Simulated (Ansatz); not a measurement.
# Si2Mo: elastic constants, part 2 of 2

Aim: for Si2Mo, tighten the relaxation for response calculations and get the elastic tensor.

Ansatz 0.2.0; DFT r2SCAN, scalar-relativistic, plane waves, PAW. Earlier steps stand in the parts before.

## 3. Strained cells: the elastic tensor

input.yaml

```yaml
crystal:
  lattice:
    - [-1.600778344, 1.600778344, 3.9103569785]
    - [1.600778344, -1.600778344, 3.9103569785]
    - [1.600778344, 1.600778344, -3.9103569785]
  atoms:
    - { symbol: Si, position: [0.3352239317, 0.3352239317, 0.0] }
    - { symbol: Si, position: [0.6647760683, 0.6647760683, 0.0] }
    - { symbol: Mo, position: [0.0, 0.0, 0.0] }
basis:
  ecutwfc: 500
kpoints:
  mp_grid: { grid: [18, 18, 18] }
hamiltonian:
  xc: r2scan
scf:
  occupations: { method: fermi_dirac, width: 0.15 }
output:
  forces: true
  stress: true
  eigenvalues: true
elastic:
  mode: relaxed_ion
  amplitude: 0.005
  stencil: two_point
```

On the command line:

```bash
ansatz run input.yaml --threads 2 --pin off --max-ram 5120MiB --backend cpu --events-out ev --progress --plain --runs-dir out
```

Output:

```text
Warning: RAYON_NUM_THREADS=2 ignored (pool sized by the plan → 2); use --threads N
band count auto-derived: 16 (N_el = 22.0; filled up to band 11; 15 by the electrons, moments and atoms)
Engine: ansatz 0.2.0, aarch64-unknown-linux-gnu
Pseudopotentials: kind: paw
Pseudopotential: Si, paw, valence charge 4, recommended cutoff 500 eV (meta_gga), Si.paw.azcp
Pseudopotential: Mo, paw, valence charge 14, recommended cutoff 500 eV (meta_gga), Mo.paw.azcp
Functional definition: r2SCAN
  parameter k0 = 0.174
  parameter k1 = 0.065
  parameter a1 = 4.9479
  exchange = r2scan_x(k0 = k0, k1 = k1, a1 = a1)
  correlation = r2scan_c
Crystal: 3 atoms, lattice volume = 40.081 Å³
Basis set: ecut = 500 eV, 1023 PW (Γ), exchange–correlation on 144×144×144 points (64 copies of the dense FFT grid, shifted against one another)
Bands: 16, of which v1, the nominal top of the filled ones, is band 11 counted from 1 (10 counted from 0)
Symmetry: 16 space group operations
Space group: I4/mmm (ITA 139), of the structure as read, at distance tolerance 3.4e-5 Å
k-points: 480 of 5832
Non-local potential: Si, projectors of the file, l = 0: 2, l = 1: 2, l = 2: 2
Non-local potential: Mo, projectors of the file, l = 0: 3, l = 1: 2, l = 2: 2, l = 3: 1
PAW form: soft (Blöchl's): semilocal exchange-correlation on the pseudo side does not see the compensation charge
PAW frozen core: Si, regenerated for the run's functional (the file was generated under x = pbe(κ = 0.804, μ = 0.2195149727645171), c = pbe(β = 0.06672455060314922))
PAW frozen core: Mo, regenerated for the run's functional (the file was generated under x = pbe(κ = 0.804, μ = 0.2195149727645171), c = pbe(β = 0.06672455060314922))
PAW one-centre angular grid: Si, 302 points (default); XC on 160 Gauss nodes
PAW one-centre angular grid: Mo, 590 points (default); XC on 160 Gauss nodes
Initial density: superposition of atomic densities (neutral atoms: chi_scale 0, normalization atom), corrected by the library's trained network
Initial wavefunctions: pseudopotential atomic-orbital guess
Functional: x = r2scan, c = r2scan; τ floored in thin density (d = 2e-4 eV/Å³)
SCF iter   1: F=—  HF=-6247.117225 eV  |F-HF|=—  |Δ(HF+E_count)|=         —  Δρ=7.74e-3  dr2=1.79e-2  dr2_τ=3.52e-2  ethr=1.77e-3  ⟨swp⟩=5.1  Hψ=41881  notcnv=0
preconditioner: auto → Kerker (q_TF=auto, 2.469 Å⁻¹)  [metal: Δε(μ)=0.010 eV  Ē_g=8.840 eV  σ=0.150 eV  W_gap=0.02  n_scr=10 (ndim 8)  ℏωp=21.9 eV  f_vac=0.000  D(μ)=0.27/eV (n_scr^D=0)]
SCF iter   2: F=—  HF=-6247.153944 eV  |F-HF|=—  |Δ(HF+E_count)|=   3.67e-2  Δρ=4.86e-3  dr2=7.24e-3  dr2_τ=1.35e-4  ethr=8.15e-5  ⟨swp⟩=2.0  Hψ=15981  notcnv=0
SCF iter   3: F=—  HF=-6247.153373 eV  |F-HF|=—  |Δ(HF+E_count)|=   5.71e-4  Δρ=7.17e-4  dr2=1.96e-4  dr2_τ=5.27e-5  ethr=3.29e-5  ⟨swp⟩=3.0  Hψ=13586  notcnv=0
SCF iter   4: F=—  HF=-6247.153353 eV  |F-HF|=—  |Δ(HF+E_count)|=   1.99e-5  Δρ=2.16e-4  dr2=1.37e-5  dr2_τ=1.34e-6  ethr=8.90e-7  ⟨swp⟩=2.6  Hψ=12192  notcnv=0
SCF iter   5: F=—  HF=-6247.153360 eV  |F-HF|=—  |Δ(HF+E_count)|=   7.04e-6  Δρ=5.65e-5  dr2=1.93e-6  dr2_τ=1.83e-7  ethr=6.21e-8  ⟨swp⟩=2.0  Hψ=11044  notcnv=0
SCF iter   6: F=—  HF=-6247.153361 eV  |F-HF|=—  |Δ(HF+E_count)|=   6.17e-7  Δρ=2.12e-5  dr2=1.24e-7  dr2_τ=9.60e-9  ethr=8.78e-9  ⟨swp⟩=2.7  Hψ=11499  notcnv=0
SCF iter   7: F=—  HF=-6247.153361 eV  |F-HF|=—  |Δ(HF+E_count)|=   3.07e-7  Δρ=6.18e-6  dr2=1.06e-8  dr2_τ=3.83e-10  ethr=5.62e-10  ⟨swp⟩=2.0  Hψ=10957  notcnv=0
SCF iter   8: F=—  HF=-6247.153361 eV  |F-HF|=—  |Δ(HF+E_count)|=   3.56e-8  Δρ=8.29e-7  dr2=1.47e-10  dr2_τ=9.22e-12  ethr=4.81e-11  ⟨swp⟩=2.1  Hψ=11399  notcnv=0
SCF iter   9: F=—  HF=-6247.153361 eV  |F-HF|=—  |Δ(HF+E_count)|=  3.90e-10  Δρ=8.62e-8  dr2=3.15e-12  dr2_τ=1.32e-13  ethr=6.70e-13 (applied; sched 1.00e-12)  ⟨swp⟩=2.1  Hψ=12267  notcnv=0
SCF iter  10: F=-6247.153361 eV  HF=-6247.153361 eV  |F-HF|=1.82e-12  |Δ(HF+E_count)|=  9.09e-12  Δρ=1.81e-8  dr2=9.97e-14  dr2_τ=8.82e-15  ethr=1.00e-12  ⟨swp⟩=3.2  Hψ=31496  notcnv=0
SCF 1 converged in 10 iterations: F = -6247.153361 eV  dr2 = 9.97e-14
relax step   1: F+E_penalty+E_count = -6247.15336135 eV  Δ(F+E_penalty+E_count) = +0.000e0 eV  max|allowed force component| = 6.498e-5 eV/Å  Δτ_max = 0.0000 Å  (10 SCF iters, accepted)
[... from here on, the SCF cycles and remarks between the steps are left out ...]
relax step   2: F+E_penalty+E_count = -6247.15336135 eV  Δ(F+E_penalty+E_count) = -2.046e-10 eV  max|allowed force component| = 1.225e-5 eV/Å  Δτ_max = 0.0000 Å  (6 SCF iters, accepted)
relax step   1: F+E_penalty+E_count = -6247.15205152 eV  Δ(F+E_penalty+E_count) = +0.000e0 eV  max|allowed force component| = 1.086e-2 eV/Å  Δτ_max = 0.0000 Å  (10 SCF iters, accepted)
relax step   2: F+E_penalty+E_count = -6247.15205739 eV  Δ(F+E_penalty+E_count) = -5.867e-6 eV  max|allowed force component| = 9.118e-5 eV/Å  Δτ_max = 0.0005 Å  (7 SCF iters, accepted)
relax step   3: F+E_penalty+E_count = -6247.15205739 eV  Δ(F+E_penalty+E_count) = -4.129e-10 eV  max|allowed force component| = 1.004e-9 eV/Å  Δτ_max = 0.0000 Å  (4 SCF iters, accepted)
relax step   1: F+E_penalty+E_count = -6247.15207436 eV  Δ(F+E_penalty+E_count) = +0.000e0 eV  max|allowed force component| = 1.058e-2 eV/Å  Δτ_max = 0.0000 Å  (10 SCF iters, accepted)
relax step   2: F+E_penalty+E_count = -6247.15207999 eV  Δ(F+E_penalty+E_count) = -5.633e-6 eV  max|allowed force component| = 1.211e-4 eV/Å  Δτ_max = 0.0005 Å  (7 SCF iters, accepted)
relax step   3: F+E_penalty+E_count = -6247.15207999 eV  Δ(F+E_penalty+E_count) = -7.412e-10 eV  max|allowed force component| = 3.790e-8 eV/Å  Δτ_max = 0.0000 Å  (4 SCF iters, accepted)
relax step   1: F+E_penalty+E_count = -6247.15165204 eV  Δ(F+E_penalty+E_count) = +0.000e0 eV  max|allowed force component| = 1.794e-2 eV/Å  Δτ_max = 0.0000 Å  (10 SCF iters, accepted)
relax step   2: F+E_penalty+E_count = -6247.15166756 eV  Δ(F+E_penalty+E_count) = -1.552e-5 eV  max|allowed force component| = 7.012e-4 eV/Å  Δτ_max = 0.0009 Å  (8 SCF iters, accepted)
relax step   3: F+E_penalty+E_count = -6247.15166758 eV  Δ(F+E_penalty+E_count) = -2.377e-8 eV  max|allowed force component| = 6.727e-7 eV/Å  Δτ_max = 0.0000 Å  (6 SCF iters, accepted)
relax step   1: F+E_penalty+E_count = -6247.15170173 eV  Δ(F+E_penalty+E_count) = +0.000e0 eV  max|allowed force component| = 1.851e-2 eV/Å  Δτ_max = 0.0000 Å  (10 SCF iters, accepted)
relax step   2: F+E_penalty+E_count = -6247.15171944 eV  Δ(F+E_penalty+E_count) = -1.770e-5 eV  max|allowed force component| = 1.261e-3 eV/Å  Δτ_max = 0.0009 Å  (8 SCF iters, accepted)
relax step   3: F+E_penalty+E_count = -6247.15171952 eV  Δ(F+E_penalty+E_count) = -8.244e-8 eV  max|allowed force component| = 1.556e-6 eV/Å  Δτ_max = 0.0001 Å  (6 SCF iters, accepted)
relax step   1: F+E_penalty+E_count = -6247.15269129 eV  Δ(F+E_penalty+E_count) = +0.000e0 eV  max|allowed force component| = 8.882e-3 eV/Å  Δτ_max = 0.0000 Å  (9 SCF iters, accepted)
relax step   2: F+E_penalty+E_count = -6247.15269778 eV  Δ(F+E_penalty+E_count) = -6.486e-6 eV  max|allowed force component| = 2.328e-3 eV/Å  Δτ_max = 0.0006 Å  (7 SCF iters, accepted)
relax step   3: F+E_penalty+E_count = -6247.15269826 eV  Δ(F+E_penalty+E_count) = -4.798e-7 eV  max|allowed force component| = 9.905e-7 eV/Å  Δτ_max = 0.0002 Å  (6 SCF iters, accepted)
relax step   1: F+E_penalty+E_count = -6247.15269129 eV  Δ(F+E_penalty+E_count) = +0.000e0 eV  max|allowed force component| = 8.882e-3 eV/Å  Δτ_max = 0.0000 Å  (9 SCF iters, accepted)
relax step   2: F+E_penalty+E_count = -6247.15269825 eV  Δ(F+E_penalty+E_count) = -6.959e-6 eV  max|allowed force component| = 3.533e-4 eV/Å  Δτ_max = 0.0008 Å  (7 SCF iters, accepted)
relax step   3: F+E_penalty+E_count = -6247.15269826 eV  Δ(F+E_penalty+E_count) = -6.252e-9 eV  max|allowed force component| = 2.398e-7 eV/Å  Δτ_max = 0.0000 Å  (5 SCF iters, accepted)
relax step   1: F+E_penalty+E_count = -6247.15272662 eV  Δ(F+E_penalty+E_count) = +0.000e0 eV  max|allowed force component| = 2.641e-4 eV/Å  Δτ_max = 0.0000 Å  (9 SCF iters, accepted)
relax step   2: F+E_penalty+E_count = -6247.15272662 eV  Δ(F+E_penalty+E_count) = -3.493e-9 eV  max|allowed force component| = 7.552e-7 eV/Å  Δτ_max = 0.0000 Å  (5 SCF iters, accepted)
relax step   1: F+E_penalty+E_count = -6247.15272662 eV  Δ(F+E_penalty+E_count) = +0.000e0 eV  max|allowed force component| = 2.641e-4 eV/Å  Δτ_max = 0.0000 Å  (9 SCF iters, accepted)
relax step   2: F+E_penalty+E_count = -6247.15272662 eV  Δ(F+E_penalty+E_count) = -3.368e-9 eV  max|allowed force component| = 4.920e-5 eV/Å  Δτ_max = 0.0000 Å  (5 SCF iters, accepted)
iter 1 solved again at ethr=1.00e-12 eV; its pass at ethr=3.10e-3 eV (dr2=1.67e-14 eV) is discarded
SCF iter   1: F=—  HF=-6247.152727 eV  |F-HF|=—  |Δ(HF+E_count)|=         —  Δρ=6.65e-9  dr2=1.61e-14  dr2_τ=4.23e-16  ethr=1.00e-12  ⟨swp⟩=2.4  Hψ=78998  notcnv=0
SCF iter   2: F=-6247.152727 eV  HF=-6247.152727 eV  |F-HF|=3.64e-12  |Δ(HF+E_count)|=  3.64e-12  Δρ=4.75e-9  dr2=8.30e-15  dr2_τ=1.01e-16  ethr=1.00e-12  ⟨swp⟩=4.0  Hψ=43594  notcnv=0
SCF 34 converged in 2 iterations: F = -6247.152727 eV  dr2 = 8.30e-15
SCF converged after 2 iterations
Free energy (F): -6247.153361 eV
Harris-Foulkes:  -6247.153361 eV  (|F-HF|=4.55e-12)
Internal energy: -6247.131448 eV  (E = F + TS)
E sigma→0 (E₀):  -6247.142405 eV
Entropy (-TS):   -0.021914 eV (-7.305 meV/atom)
Fermi energy:    16.046940 eV
--- Per-component energies (eV) ---
  E_band       = -60.228663
  E_kinetic    = 530.718763
  E_local      = -1142.946318  (includes V_loc(G=0)·N_el)
  E_nonlocal   = 190.137265
  E_hartree    = 426.630927
  E_xc         = -286.065938
  E_vxc        = -363.261974  (∫ρ·V_xc dr)
  E_paw        = -4256.260058  (= ΣΔE_a)
  E_vpaw       = -149.717921  (= ΣTr[D̂ρ^β])
  E_aug_tail   = 0.000015  (compensation charges beyond the density's cutoff)
  E_vtau       = 21.579652  (kinetic-family band-sum trace: ∫τ·v_τ [+ j·A + Jᵃ·Aᵃ] dr)
  E_ewald      = -1708.972035
  E_core_change = -0.374070  (= ΣΔE_core)
  E_smearing   = -0.021914  (= −TS)
  E_closure    = 0.000000  (closes the sum)
  Σ components = -6247.153361   (vs F -6247.153361, Δ=0.00e0)
--- Forces (eV/Å), atoms counted from 1 ---
  atom   1  Si     0.00000000    -0.00000000    -0.00001233
  atom   2  Si    -0.00000000    -0.00000000     0.00001233
  atom   3  Mo     0.00000000    -0.00000000     0.00000000
  max |Σ_I F_I| component: 2.78e-17 eV/Å
--- Stress (GPa, compression-positive) ---
       -0.000263       0.000000       0.000000
        0.000000      -0.000263       0.000000
        0.000000      -0.000000       0.000299
  P = ⅓ Tr σ = -0.0001 GPa (-0.001 kbar)
--- Band table (eV; the first three rows and the last of 480) ---
  k-point 0: bands = ["-46.6086", "-20.0363", "-19.9447", "-19.9447", "1.8399", "9.2606", "12.5658", "12.9156", "13.2262", "13.2262", "16.3796", "19.4292", "19.5102", "19.7076", "19.7076", "20.4535"]
  k-point 1: bands = ["-46.6074", "-20.0346", "-19.9531", "-19.9517", "1.9418", "9.3505", "12.1270", "12.9383", "12.9639", "13.6951", "15.9871", "19.1569", "19.6047", "19.6331", "19.7637", "20.6780"]
  k-point 2: bands = ["-46.6038", "-20.0297", "-19.9768", "-19.9721", "2.2427", "9.6011", "11.5593", "12.3294", "13.0106", "14.2852", "15.0571", "18.6716", "19.5598", "19.8988", "19.9377", "20.9536"]
  k-point 479: bands = ["-46.6079", "-20.0655", "-19.9467", "-19.9467", "3.8870", "5.3309", "12.3906", "13.7659", "15.4188", "15.4188", "15.4738", "15.4738", "16.5246", "21.1895", "21.8449", "22.5384"]
--- Elastic constants: 4 strain directions × 2 members + reference (group order 16) ---
  dense FFT box of the reference and of every strained cell: 36×36×36
  strains applied: 11, 33, 23, 12; error gains: componentwise 1.00 (the most a stress slope's error grows in a printed constant), spectral 1.41 (1 for all six strains in a standard setting)
  reference relaxed by the batch: 2 steps; max|allowed force component| 6.50e-5 eV/Å at the deck's positions, 1.22e-5 at the last accepted step, 1.23e-5 by the solve of record
  largest displacement 2.6e-6 Å; the constants are those of the deck's cell at these positions:
  atoms:
    - { symbol: Si, position: [0.33522359327755485, 0.33522359327755485, 1.3119971177403393e-35] }
    - { symbol: Si, position: [0.6647764067224452, 0.6647764067224452, 3.309365864151006e-36] }
    - { symbol: Mo, position: [1.8051057569920934e-23, 1.8051057569911045e-23, -1.64293370415544e-35] }
  C = ∂σ_k/∂η_j (tension-positive GPa; Voigt order 11 22 33 23 13 12):
       413.618    116.213     93.956      0.000      0.000      0.000
       116.213    413.618     93.956      0.000      0.000      0.000
        93.976     93.976    533.705      0.000      0.000      0.000
         0.000      0.000     -0.000    212.311      0.000      0.000
         0.000      0.000     -0.000      0.000    212.311     -0.000
         0.000      0.000      0.000      0.000      0.000    203.333
  reference stress σ⁰ (GPa):      0.000      0.000     -0.000      0.000      0.000     -0.000
  C* (energy form; C + prestress term) asymmetry max|C*_kj − C*_jk| = 1.988e-2 GPa — a small one proves nothing (zero by symmetry where the batch's group is 432, −43m or m−3m); a large one is finite-difference/SCF noise where every solve meets its electron count
  moduli (Voigt/Reuss/Hill, GPa): K = 218.80/217.06/217.93   G = 196.04/192.20/194.12   E = 449.04   ν = 0.157
  mechanically stable: yes (min eigenvalue of sym C = 203.33 GPa)
  the stresses are not corrected for the forces that the relaxations left standing (`elastic.f_tol`)
  strain η (Voigt 11):  stress-route row diagonal C_11 = 413.62 GPa, energy-path curvature d²(F+E_count+ΔE)/dδ²/Ω₀ = 413.61 GPa
         δ    σ_11 (GPa)             F (eV)   n_scf  n_hpsi   n_pw
    -5.000e-3      -2.0954       -6247.1520574       2  135040   1034   relax 3 steps, max|allowed force component| 1.00e-9 eV/Å
     5.000e-3       2.0408       -6247.1520800       2  135125   1041   relax 3 steps, max|allowed force component| 3.79e-8 eV/Å
  strain η (Voigt 33):  stress-route row diagonal C_33 = 533.71 GPa, energy-path curvature d²(F+E_count+ΔE)/dδ²/Ω₀ = 533.65 GPa
         δ    σ_33 (GPa)             F (eV)   n_scf  n_hpsi   n_pw
    -5.000e-3      -2.7305       -6247.1516676       2   74812   1030   relax 3 steps, max|allowed force component| 6.73e-7 eV/Å
     5.000e-3       2.6065       -6247.1517195       2   74940   1042   relax 3 steps, max|allowed force component| 1.56e-6 eV/Å
  strain η (Voigt 23):  stress-route row diagonal C_44 = 212.31 GPa, energy-path curvature d²(F+E_count+ΔE)/dδ²/Ω₀ = 212.32 GPa
         δ    σ_23 (GPa)             F (eV)   n_scf  n_hpsi   n_pw
    -5.000e-3      -1.0616       -6247.1526983       2  241572   1034   relax 3 steps, max|allowed force component| 9.91e-7 eV/Å
     5.000e-3       1.0616       -6247.1526983       2  241904   1034   relax 3 steps, max|allowed force component| 2.40e-7 eV/Å
  strain η (Voigt 12):  stress-route row diagonal C_66 = 203.33 GPa, energy-path curvature d²(F+E_count+ΔE)/dδ²/Ω₀ = 203.34 GPa
         δ    σ_12 (GPa)             F (eV)   n_scf  n_hpsi   n_pw
    -5.000e-3      -1.0167       -6247.1527266       2  134800   1040   relax 2 steps, max|allowed force component| 7.55e-7 eV/Å
     5.000e-3       1.0167       -6247.1527266       2  134702   1040   relax 2 steps, max|allowed force component| 4.92e-5 eV/Å
```

It took 19 min on 2 threads of Arm Neoverse V1, shared host; peak memory 1.6 GiB.

What follows for a polycrystal (Hill averages; density 6.302 g/cm³):

| quantity | value |
| --- | --- |
| bulk modulus B | 217.9 GPa |
| shear modulus G | 194.1 GPa |
| B/G | 1.12 |
| universal anisotropy index | 0.11 |
| sound speeds v_l, v_t | 8698, 5550 m/s |
| Debye temperature Θ | 765 K |

Young's modulus by Cartesian direction:

```
direction  E (GPa)
(1, 0, 0)      372
(0, 1, 0)      372
(0, 0, 1)      500
(1, 1, 0)      447
(1, 0, 1)      460
(0, 1, 1)      460
(1, 1, 1)      475
```

## 4. Summary of results

This closing draws on all 2 parts.

| quantity | value |
| --- | --- |
| C11, C12, C44 (relaxed-ion) | 414, 116, 212 GPa |
| C33, C13, C66 (relaxed-ion) | 534, 94, 203 GPa |
| B, G, E (Hill) (relaxed-ion) | 218, 194, 449 GPa |
| Poisson ratio (relaxed-ion) | 0.16 |
| Debye temperature | 765 K |

In words: The tensor is positive definite (least eigenvalue 203 GPa), so the crystal resists every homogeneous strain. By Pugh's rule of thumb B/G = 1.12 (under 1.75) points to a brittle solid; Young's modulus ranges from about 372 to 500 GPa with direction. Against the measured lattice constant a of Si2Mo, 3.20519 Å (powder; “Giant magnetoresistance, Fermi surface topology, Shoenberg effect and vanishing quantum oscillations in type-II Dirac semimetal candidates MoSi2 and WSi2”, 2022, arxiv:2202.05362), the calculated 3.202 Å is off by -0.1 %. That is the cell relaxed with r2SCAN. Measured lattice constant c of Si2Mo: 7.84461 Å (powder; “Giant magnetoresistance, Fermi surface topology, Shoenberg effect and vanishing quantum oscillations in type-II Dirac semimetal candidates MoSi2 and WSi2”, 2022, arxiv:2202.05362). This calculation gives 7.821 Å (-0.3 %). The calculation is for a static lattice.
